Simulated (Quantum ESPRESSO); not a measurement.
# CdO2 (P-3m1) in Quantum ESPRESSO: equation of state

How stiff is CdO2 in PBEsol, and what volume does it want? The cell is scaled to several volumes.

All numbers are computed with Quantum ESPRESSO 7.5; they aren't measurements. Logs are shortened: lines on timing, memory, paths and dates and some standing lists are left out, and cuts for length are marked.

## 1. The structure

The structure is trigonal, space group P-3m1 (No. 164). Conventional cell: a = 3.476 Å, b = 3.476 Å, c = 4.148 Å, α = 90.00°, β = 90.00°, γ = 120.00°. Cd (site symmetry -3m) has 6 O at 2.25 Å as nearest neighbours. Around O (site symmetry 3m) lie 3 Cd at 2.25 Å.

The cell comes from a database or a generator and needn't be the stable form of this composition.

## 2. Single point, PBEsol, 13.60 Å³/atom

pw.in reads:

```
&CONTROL
  calculation = 'scf'
  prefix = 'pwscf'
  outdir = './tmp'
  pseudo_dir = './pseudo'
  tprnfor = .true.
  tstress = .true.
  disk_io = 'nowf'
/
&SYSTEM
  ibrav = 0
  nat = 3
  ntyp = 2
  ecutwfc = 45
  ecutrho = 360
  nbnd = 19
  occupations = 'smearing'
  smearing = 'fd'
  degauss = 0.00367493
/
&ELECTRONS
  conv_thr = 6d-10
  electron_maxstep = 120
  mixing_beta = 0.5
/
ATOMIC_SPECIES
Cd   112.4140 cd_pbesol_v1.uspp.F.UPF
O     15.9990 o_pbesol_v1.2.uspp.F.UPF
CELL_PARAMETERS angstrom
   3.4052662036    0.0000000000    0.0000000000
  -1.7026331018    2.9490470388    0.0000000000
   0.0000000000    0.0000000000    4.0633976275
ATOMIC_POSITIONS crystal
Cd     0.0000000000    0.0000000000    0.0000000000
O      0.3333333333    0.6666666667    0.2442190000
O      0.6666666667    0.3333333333    0.7557810000
K_POINTS automatic
9 9 7 0 0 0
```

Potentials or basis: GBRV 1.5 PBEsol.

On the command line:

```sh
$ OMP_NUM_THREADS=1 mpirun -n 2 pw.x -nk 2 -in pw.in > pw.out
```

pw.out:

```text
This program is part of the open-source Quantum ESPRESSO suite
     for quantum simulation of materials; please cite
         "P. Giannozzi et al., J. Phys.:Condens. Matter 21 395502 (2009);
         "P. Giannozzi et al., J. Phys.:Condens. Matter 29 465901 (2017);
         "P. Giannozzi et al., J. Chem. Phys. 152 154105 (2020);
     in publications or presentations arising from this work. More details at

     Message from routine setup:
     using ibrav=0 with symmetry is DISCOURAGED, use correct ibrav instead

     K-points division:     npool     =       2
     Subspace diagonalization in iterative solution of the eigenvalue problem:
     a serial algorithm will be used

     G-vector sticks info
     --------------------
     sticks:   dense  smooth     PW     G-vecs:    dense   smooth      PW
     Sum        1039     511    163                31841    11235    1897

     Using Slab Decomposition

     bravais-lattice index     =            0
     lattice parameter (alat)  =       6.4350  a.u.
     unit-cell volume          =     275.3713 (a.u.)^3
     number of atoms/cell      =            3
     number of atomic types    =            2
     number of electrons       =        24.00
     number of Kohn-Sham states=           19
     kinetic-energy cutoff     =      45.0000  Ry
     charge density cutoff     =     360.0000  Ry
     scf convergence threshold =      6.0E-10
     mixing beta               =       0.5000
     number of iterations used =            8  plain     mixing
     Exchange-correlation= SLA  PW   PSX  PSC
                           (   1   4  10   8   0   0   0)

     celldm(1)=   6.435021  celldm(2)=   0.000000  celldm(3)=   0.000000
     celldm(4)=   0.000000  celldm(5)=   0.000000  celldm(6)=   0.000000

     crystal axes: (cart. coord. in units of alat)
               a(1) = (   1.000000   0.000000   0.000000 )
               a(2) = (  -0.500000   0.866025   0.000000 )
               a(3) = (   0.000000   0.000000   1.193269 )

     reciprocal axes: (cart. coord. in units 2 pi/alat)
               b(1) = (  1.000000  0.577350 -0.000000 )
               b(2) = (  0.000000  1.154701  0.000000 )
               b(3) = (  0.000000 -0.000000  0.838034 )

     PseudoPot. # 1 for Cd read from file:
     cd_pbesol_v1.uspp.F.UPF
     Pseudo is Ultrasoft + core correction, Zval = 12.0
     Generated by new atomic code, or converted to UPF format
     Using radial grid of  889 points,  6 beta functions with:
                l(1) =   0
                l(2) =   0
                l(3) =   1
                l(4) =   1
                l(5) =   2
                l(6) =   2
     Q(r) pseudized with  6 coefficients,  rinner =    1.000   1.000   1.000
                                                       1.000   1.000

     PseudoPot. # 2 for O  read from file:
     o_pbesol_v1.2.uspp.F.UPF
     Pseudo is Ultrasoft + core correction, Zval =  6.0
     Generated by new atomic code, or converted to UPF format
     Using radial grid of  737 points,  5 beta functions with:
                l(1) =   0
                l(2) =   0
                l(3) =   1
                l(4) =   1
                l(5) =   2
     Q(r) pseudized with  8 coefficients,  rinner =    0.900   0.900   0.900
                                                       0.900   0.900

     atomic species   valence    mass     pseudopotential
     Cd               12.00   112.41400     Cd( 1.00)
     O                 6.00    15.99900     O ( 1.00)

     12 Sym. Ops., with inversion, found

   Cartesian axes

     site n.     atom                  positions (alat units)
         1        Cd     tau(   1) = (   0.0000000   0.0000000   0.0000000  )
         2        O      tau(   2) = (  -0.0000000   0.5773503   0.2914189  )
         3        O      tau(   3) = (   0.5000000   0.2886751   0.9018498  )

     number of k points=    69  Fermi-Dirac smearing, width (Ry)=  0.0037
                       cart. coord. in units 2pi/alat
        k(    1) = (   0.0000000   0.0000000   0.0000000), wk =   0.0035273
        k(    2) = (   0.0000000   0.0000000   0.1197192), wk =   0.0070547
        k(    3) = (   0.0000000   0.0000000   0.2394383), wk =   0.0070547
        k(    4) = (   0.0000000   0.0000000   0.3591575), wk =   0.0070547
        k(    5) = (   0.0000000   0.1283001   0.0000000), wk =   0.0211640
        k(    6) = (   0.0000000   0.1283001   0.1197192), wk =   0.0211640
[... 61 lines left out ...]
        k(   68) = (  -0.2222222   0.5132002  -0.2394383), wk =   0.0423280
        k(   69) = (  -0.2222222   0.5132002  -0.3591575), wk =   0.0423280

     Dense  grid:    31841 G-vectors     FFT dimensions: (  40,  40,  48)

     Smooth grid:    11235 G-vectors     FFT dimensions: (  27,  27,  36)

     Check: negative core charge=   -0.000001

     Initial potential from superposition of free atoms

     starting charge      23.5000, renormalised to      24.0000

     negative rho (up, down):  2.186E-02 0.000E+00
     Starting wfcs are   17 randomized atomic wfcs +    2 random wfcs

     Self-consistent Calculation

     iteration #  1     ecut=    45.00 Ry     beta= 0.50
     Davidson diagonalization with overlap
     ethr =  1.00E-02,  avg # of iterations =  5.2

     negative rho (up, down):  2.106E-02 0.000E+00

     total energy              =    -178.49367410 Ry
     estimated scf accuracy    <       0.30127750 Ry

     iteration #  2     ecut=    45.00 Ry     beta= 0.50
     Davidson diagonalization with overlap
     ethr =  1.26E-03,  avg # of iterations =  2.1

     negative rho (up, down):  2.172E-02 0.000E+00

     total energy              =    -178.59994904 Ry
     estimated scf accuracy    <       0.24505977 Ry

     iteration #  3     ecut=    45.00 Ry     beta= 0.50
     Davidson diagonalization with overlap
     ethr =  1.02E-03,  avg # of iterations =  1.2

     negative rho (up, down):  2.197E-02 0.000E+00

     total energy              =    -178.63264945 Ry
     estimated scf accuracy    <       0.00516973 Ry

     iteration #  4     ecut=    45.00 Ry     beta= 0.50
     Davidson diagonalization with overlap
     ethr =  2.15E-05,  avg # of iterations =  3.2

     negative rho (up, down):  2.206E-02 0.000E+00

     total energy              =    -178.63392318 Ry
[... 27 lines left out ...]
     estimated scf accuracy    <       0.00000029 Ry

     iteration #  8     ecut=    45.00 Ry     beta= 0.50
     Davidson diagonalization with overlap
     ethr =  1.21E-09,  avg # of iterations =  2.8

     negative rho (up, down):  2.210E-02 0.000E+00

     total energy              =    -178.63398522 Ry
     estimated scf accuracy    <       0.00000016 Ry

     iteration #  9     ecut=    45.00 Ry     beta= 0.50
     Davidson diagonalization with overlap
     ethr =  6.84E-10,  avg # of iterations =  2.0

     negative rho (up, down):  2.210E-02 0.000E+00

     total energy              =    -178.63398527 Ry
     estimated scf accuracy    <          2.9E-09 Ry

     iteration # 10     ecut=    45.00 Ry     beta= 0.50
     Davidson diagonalization with overlap
     ethr =  1.19E-11,  avg # of iterations =  4.5

     negative rho (up, down):  2.210E-02 0.000E+00

     total energy              =    -178.63398527 Ry
     estimated scf accuracy    <          7.3E-10 Ry

     iteration # 11     ecut=    45.00 Ry     beta= 0.50
     Davidson diagonalization with overlap
     ethr =  3.06E-12,  avg # of iterations =  2.1

     negative rho (up, down):  2.210E-02 0.000E+00

     End of self-consistent calculation

          k = 0.0000 0.0000 0.0000 (  1385 PWs)   bands (ev):

   -11.8576 -10.1902  -1.9616  -1.9616  -1.5463  -0.8127  -0.8127   3.3081
     4.4908   4.4908   5.5854   5.5953   5.5953   9.0587  14.0274  19.4745
    19.4745  20.6861  24.3956

          k = 0.0000 0.0000 0.1197 (  1385 PWs)   bands (ev):

   -11.7989 -10.2661  -1.9577  -1.9577  -1.4806  -0.8175  -0.8175   3.3252
     4.4367   4.4367   5.2598   5.6605   5.6605   9.4522  13.9031  19.4957
    19.4957  20.6770  24.4828

          k = 0.0000 0.0000 0.2394 (  1396 PWs)   bands (ev):

   -11.6413 -10.4619  -1.9490  -1.9490  -1.3265  -0.8279  -0.8279   3.4011
     4.3311   4.3311   4.6065   5.7908   5.7908  10.3193  13.4486  19.5605
    19.5605  21.0217  24.0927

          k = 0.0000 0.0000 0.3592 (  1402 PWs)   bands (ev):

   -11.4639 -10.6695  -1.9422  -1.9422  -1.1952  -0.8360  -0.8360   3.6004
     4.0064   4.2573   4.2573   5.8844   5.8844  11.2355  12.7360  19.6345
    19.6345  21.7993  23.4555

          k = 0.0000 0.1283 0.0000 (  1402 PWs)   bands (ev):

   -11.7791 -10.2455  -1.8917  -1.8273  -1.4784  -0.8487  -0.8283   3.2199
     4.0698   4.3269   5.2959   5.6510   5.7166   9.5998  14.4347  18.5286
    19.6868  20.5924  23.5135

          k = 0.0000 0.1283 0.1197 (  1390 PWs)   bands (ev):

   -11.7239 -10.3128  -1.8968  -1.8405  -1.4081  -0.8572  -0.8303   3.1830
     4.0225   4.4243   5.3647   5.5287   5.5494   9.9177  14.2716  18.5530
    19.7732  20.4809  23.6938

          k = 0.0000 0.1283 0.2394 (  1392 PWs)   bands (ev):

   -11.5735 -10.4917  -1.8929  -1.8539  -1.2695  -0.8691  -0.8405   3.1587
     4.0235   4.3980   4.8494   5.5931   5.6551  10.6507  13.7372  18.7148
    19.8482  20.6506  23.5625

          k = 0.0000 0.1283 0.3592 (  1388 PWs)   bands (ev):

   -11.4014 -10.6871  -1.8828  -1.8600  -1.1611  -0.8751  -0.8513   3.1901
     3.9816   4.2798   4.5450   5.6632   5.7376  11.4654  12.9865  18.9211
    19.8491  21.0933  23.4340

          k = 0.0000 0.2566 0.0000 (  1404 PWs)   bands (ev):

   -11.5671 -10.3878  -1.7198  -1.5281  -1.2767  -0.9217  -0.8425   2.7864
     3.5859   3.9059   4.7580   5.6899   5.7857  10.7995  15.4564  17.0323
    20.1877  20.3129  21.6858

          k = 0.0000 0.2566 0.1197 (  1408 PWs)   bands (ev):

   -11.5258 -10.4282  -1.7363  -1.6071  -1.1923  -0.9402  -0.8400   2.6305
     3.8503   4.0658   4.8937   5.3908   5.6131  10.9811  15.1601  17.1500
    19.8780  20.3051  22.5382

          k = 0.0000 0.2566 0.2394 (  1400 PWs)   bands (ev):

   -11.4005 -10.5599  -1.7440  -1.6579  -1.1271  -0.9333  -0.8481   2.5424
     4.1922   4.1952   4.5289   5.3422   5.4939  11.4489  14.3885  17.4670
    19.8255  20.3420  23.1145

          k = 0.0000 0.2566 0.3592 (  1404 PWs)   bands (ev):

   -11.2453 -10.7239  -1.7376  -1.6641  -1.1145  -0.8977  -0.8604   2.5565
     4.0184   4.1543   4.5815   5.3023   5.5533  12.0506  13.5349  17.7911
    20.0207  20.2506  23.5931
[... 297 lines left out ...]
   -11.2242 -10.6614  -1.6003  -1.4207  -1.1208  -0.8872  -0.7989   2.4171
     3.0889   3.8574   4.5098   5.3529   5.9455  12.1217  14.8658  16.8710
    19.0777  20.5207  22.8784

          k =-0.1111 0.3208-0.3592 (  1405 PWs)   bands (ev):

   -11.0948 -10.7841  -1.6142  -1.4940  -1.0934  -0.9007  -0.7756   2.3546
     3.2181   3.9179   4.7383   5.0457   5.8771  12.5777  13.9227  17.2810
    19.2631  20.4102  22.9780

          k =-0.1111 0.4491-0.1197 (  1402 PWs)   bands (ev):

   -11.0727 -10.7187  -1.4988  -1.3842  -0.9474  -0.7269  -0.6078   1.9078
     2.8487   3.4783   4.1076   5.5878   5.8065  12.8420  15.4262  16.9729
    18.5771  20.6939  21.7344

          k =-0.1111 0.4491-0.2394 (  1403 PWs)   bands (ev):

   -10.9858 -10.7888  -1.5395  -1.4281  -0.9117  -0.7054  -0.6058   2.0360
     2.5227   3.4249   4.3840   5.4238   5.9695  13.0050  15.0107  16.4922
    18.7710  20.4824  22.6952

          k =-0.1111 0.4491-0.3592 (  1411 PWs)   bands (ev):

   -10.9131 -10.8441  -1.5775  -1.4864  -0.8768  -0.6831  -0.6398   2.1332
     2.4037   3.4610   4.5404   5.3715   5.9020  13.2544  14.2328  16.8087
    18.9646  20.2046  22.5258

          k =-0.2222 0.5132-0.1197 (  1410 PWs)   bands (ev):

   -10.9359 -10.7895  -1.3900  -1.2771  -0.9118  -0.7224  -0.6389   1.4526
     3.0510   3.5842   4.1975   5.1598   5.5260  13.3717  15.8428  17.2887
    17.6841  21.0475  21.7047

          k =-0.2222 0.5132-0.2394 (  1406 PWs)   bands (ev):

   -10.8922 -10.8148  -1.4246  -1.3095  -0.8859  -0.6976  -0.6190   1.6881
     2.6895   3.2799   4.0896   5.3752   5.8847  13.5221  15.5680  16.5183
    18.0460  20.4280  21.7615

          k =-0.2222 0.5132-0.3592 (  1400 PWs)   bands (ev):

   -10.8540 -10.8374  -1.4410  -1.3533  -0.8598  -0.6859  -0.6075   1.9519
     2.4805   3.0912   3.8211   5.6927   6.0070  13.7663  14.7406  16.8810
    18.4184  19.7479  21.1905

     the Fermi energy is     5.6195 ev

!    total energy              =    -178.63398527 Ry
     estimated scf accuracy    <          5.9E-12 Ry
     smearing contrib. (-TS)   =      -0.00264801 Ry
     internal energy E=F+TS    =    -178.63133726 Ry

     The total energy is F=E-TS. E is the sum of the following terms:
     one-electron contribution =     -44.21486763 Ry
     hartree contribution      =      40.99674582 Ry
     xc contribution           =     -53.02418845 Ry
     ewald contribution        =    -122.38902700 Ry

     convergence has been achieved in  11 iterations

     negative rho (up, down):  2.210E-02 0.000E+00

     Forces acting on atoms (cartesian axes, Ry/au):

     atom    1 type  1   force =     0.00000000    0.00000000    0.00000000
     atom    2 type  2   force =     0.00000000    0.00000000    0.00247686
     atom    3 type  2   force =     0.00000000    0.00000000   -0.00247686

     Total force =     0.003503     Total SCF correction =     0.000001

     Computing stress (Cartesian axis) and pressure

     negative rho (up, down):  2.210E-02 0.000E+00
          total   stress  (Ry/bohr**3)                   (kbar)     P=      -53.79
  -0.00033978   0.00000000   0.00000000          -49.98        0.00        0.00
   0.00000000  -0.00033978  -0.00000000            0.00      -49.98       -0.00
   0.00000000   0.00000000  -0.00041745            0.00        0.00      -61.41

=------------------------------------------------------------------------------=
   JOB DONE.
=------------------------------------------------------------------------------=
```

Wall time 20 s (2 MPI ranks of Arm Neoverse V2, shared host); peak memory 0.28 GiB.

What came out:

| Item | Value |
| --- | --- |
| Free energy | -2430.4392 eV |
| Pressure | -5.4 GPa |
| Largest force | 0.064 eV/Å |
| Band gap on the k mesh | none (metal or under the smearing width) |

## 3. Single point, PBEsol, 13.89 Å³/atom

Edit pw.in of step 2 so:

```diff
@@ -29,5 +29,5 @@
 CELL_PARAMETERS angstrom
-   3.4052662036    0.0000000000    0.0000000000
-  -1.7026331018    2.9490470388    0.0000000000
-   0.0000000000    0.0000000000    4.0633976275
+   3.4292477416    0.0000000000    0.0000000000
+  -1.7146238708    2.9698156600    0.0000000000
+   0.0000000000    0.0000000000    4.0920140466
 ATOMIC_POSITIONS crystal
```

Potentials or basis: GBRV 1.5 PBEsol.

On the command line:

```sh
$ OMP_NUM_THREADS=1 mpirun -n 2 pw.x -nk 2 -in pw.in > pw.out
```

It took 20 s on 2 MPI ranks of Arm Neoverse V2, shared host; peak memory 0.28 GiB.

It converged, with:

- Free energy: -2430.4057 eV
- Pressure: -7.2 GPa
- Largest force: 0.058 eV/Å
- Band gap on the k mesh: none (metal or under the smearing width)

## 4. Single point, PBEsol, 14.18 Å³/atom

Edit pw.in of step 3 so:

```diff
@@ -29,5 +29,5 @@
 CELL_PARAMETERS angstrom
-   3.4292477416    0.0000000000    0.0000000000
-  -1.7146238708    2.9698156600    0.0000000000
-   0.0000000000    0.0000000000    4.0920140466
+   3.4528984734    0.0000000000    0.0000000000
+  -1.7264492367    2.9902977946    0.0000000000
+   0.0000000000    0.0000000000    4.1202357249
 ATOMIC_POSITIONS crystal
```

On the command line:

```sh
$ OMP_NUM_THREADS=1 mpirun -n 2 pw.x -nk 2 -in pw.in > pw.out
```

Run time: 19 s. Hardware: 2 MPI ranks of Arm Neoverse V2, shared host; peak memory 0.28 GiB.

Results (log left out):

```
Free energy            : -2430.3631 eV
Pressure               : -8.7 GPa
Largest force          : 0.170 eV/Å
Band gap on the k mesh : none (metal or under the smearing width)
```

## 5. Single point, PBEsol, 14.47 Å³/atom

Edit pw.in of step 4 so:

```diff
@@ -29,5 +29,5 @@
 CELL_PARAMETERS angstrom
-   3.4528984734    0.0000000000    0.0000000000
-  -1.7264492367    2.9902977946    0.0000000000
-   0.0000000000    0.0000000000    4.1202357249
+   3.4762295762    0.0000000000    0.0000000000
+  -1.7381147881    3.0105031223    0.0000000000
+   0.0000000000    0.0000000000    4.1480760000
 ATOMIC_POSITIONS crystal
```

On the command line:

```sh
$ OMP_NUM_THREADS=1 mpirun -n 2 pw.x -nk 2 -in pw.in > pw.out
```

It took 19 s on 2 MPI ranks of Arm Neoverse V2, shared host; peak memory 0.28 GiB.

The run converged. Its results:

```yaml
Free_energy: -2430.3127 eV
Pressure: -10.1 GPa
Largest_force: 0.273 eV/Å
Band_gap_on_the_k_mesh: none (metal or under the smearing width)
```

## 6. Single point, PBEsol, 14.76 Å³/atom

Edit pw.in of step 5 so:

```diff
@@ -29,5 +29,5 @@
 CELL_PARAMETERS angstrom
-   3.4762295762    0.0000000000    0.0000000000
-  -1.7381147881    3.0105031223    0.0000000000
-   0.0000000000    0.0000000000    4.1480760000
+   3.4992516350    0.0000000000    0.0000000000
+  -1.7496258175    3.0304408101    0.0000000000
+   0.0000000000    0.0000000000    4.1755475026
 ATOMIC_POSITIONS crystal
```

Potentials or basis: GBRV 1.5 PBEsol.

On the command line:

```sh
$ OMP_NUM_THREADS=1 mpirun -n 2 pw.x -nk 2 -in pw.in > pw.out
```

Run time: 19 s. Hardware: 2 MPI ranks of Arm Neoverse V2, shared host; peak memory 0.28 GiB.

Results (log left out):

| Quantity | Value |
| --- | --- |
| Free energy | -2430.2555 eV |
| Pressure | -11.2 GPa |
| Largest force | 0.368 eV/Å |
| Band gap on the k mesh | none (metal or under the smearing width) |

## 7. Single point, PBEsol, 15.05 Å³/atom

Edit pw.in of step 6 so:

```diff
@@ -29,5 +29,5 @@
 CELL_PARAMETERS angstrom
-   3.4992516350    0.0000000000    0.0000000000
-  -1.7496258175    3.0304408101    0.0000000000
-   0.0000000000    0.0000000000    4.1755475026
+   3.5219746850    0.0000000000    0.0000000000
+  -1.7609873425    3.0501195486    0.0000000000
+   0.0000000000    0.0000000000    4.2026622072
 ATOMIC_POSITIONS crystal
```

On the command line:

```sh
$ OMP_NUM_THREADS=1 mpirun -n 2 pw.x -nk 2 -in pw.in > pw.out
```

It took 19 s on 2 MPI ranks of Arm Neoverse V2, shared host; peak memory 0.3 GiB.

Results (log left out):

- Free energy: -2430.1924 eV
- Pressure: -12.2 GPa
- Largest force: 0.456 eV/Å
- Band gap on the k mesh: none (metal or under the smearing width)

## 8. Single point, PBEsol, 15.34 Å³/atom

Edit pw.in of step 7 so:

```diff
@@ -29,5 +29,5 @@
 CELL_PARAMETERS angstrom
-   3.5219746850    0.0000000000    0.0000000000
-  -1.7609873425    3.0501195486    0.0000000000
-   0.0000000000    0.0000000000    4.2026622072
+   3.5444082496    0.0000000000    0.0000000000
+  -1.7722041248    3.0695475854    0.0000000000
+   0.0000000000    0.0000000000    4.2294314780
 ATOMIC_POSITIONS crystal
```

On the command line:

```sh
$ OMP_NUM_THREADS=1 mpirun -n 2 pw.x -nk 2 -in pw.in > pw.out
```

Wall time 19 s (2 MPI ranks of Arm Neoverse V2, shared host); peak memory 0.3 GiB.

Results (log left out):

| Property | Result |
| --- | --- |
| Free energy | -2430.1243 eV |
| Pressure | -13.1 GPa |
| Largest force | 0.537 eV/Å |
| Band gap on the k mesh | none (metal or under the smearing width) |

## 9. Equation of state, PBEsol

Potentials or basis: GBRV 1.5 PBEsol.

No new run: the results of the series are fitted here.

Results:

```yaml
Equilibrium_volume: "12.93 Å³/atom (rough: see the caveat)"
Bulk_modulus_at_fixed_shape_and_positions: 118 GPa (rough)
```

Energy against volume, from the lowest point:
```
volume (Å³/atom)  energy (meV/atom)
          13.602               0.00
          13.891              11.17
          14.181              25.35
          14.470              42.16
          14.760              61.22
          15.049              82.25
          15.338             104.97
```

Caveat: the minimum lies outside the volumes run; the cell was scaled at fixed shape and fractional positions, which overstates the stiffness of a crystal with free parameters, most of all of layers and chains.
